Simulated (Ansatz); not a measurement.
**SiC: clamped-ion strain scan**

The calculation used DFT PBE, scalar-relativistic, plane waves, PAW in Ansatz 0.2.0. Settings: plane waves to 420 eV, k-mesh 12×12×12 (Γ-centred), Gaussian smearing 0.05 eV. No spin polarisation. Energies are free energies at this smearing, counted from the undisturbed cell; pressure is positive in compression.

The starting cell (as given, not relaxed at this level; it stands at 4.8 GPa):

```xyz
2
Lattice="0.0000 2.1740 2.1740 2.1740 0.0000 2.1740 2.1740 2.1740 0.0000" Properties=species:S:1:pos:R:3 pbc="T T T"
Si    0.0000    0.0000    0.0000
C     3.2610    3.2610    3.2610
```

The cell is strained by ε times the Voigt pattern (0, 0, 0, 0, 1, 0) (xx, yy, zz, yz, xz, xy; engineering shear) with fractional coordinates fixed.

| ε | ΔE (meV/atom) | stress summed along the pattern (GPa, tension positive) | gap on the mesh (eV) |
| --- | --- | --- | --- |
| -0.0600 | 32.6 | -16.80 | 1.04 |
| -0.0300 | 8.1 | -8.37 | 1.23 |
| 0.0000 | 0.0 | 0.00 | 1.35 |
| 0.0075 | 0.5 | 2.09 | 1.33 |
| 0.0150 | 2.0 | 4.18 | 1.30 |
| 0.0225 | 4.6 | 6.28 | 1.27 |
| 0.0375 | 12.7 | 10.47 | 1.19 |
| 0.0450 | 18.3 | 12.57 | 1.14 |
| 0.0525 | 24.9 | 14.68 | 1.09 |

By symmetry 0.0600 repeats -0.0600, -0.0450 repeats 0.0450, 0.0300 repeats -0.0300, -0.0150 repeats 0.0150 in energy, with the opposite slope along the path.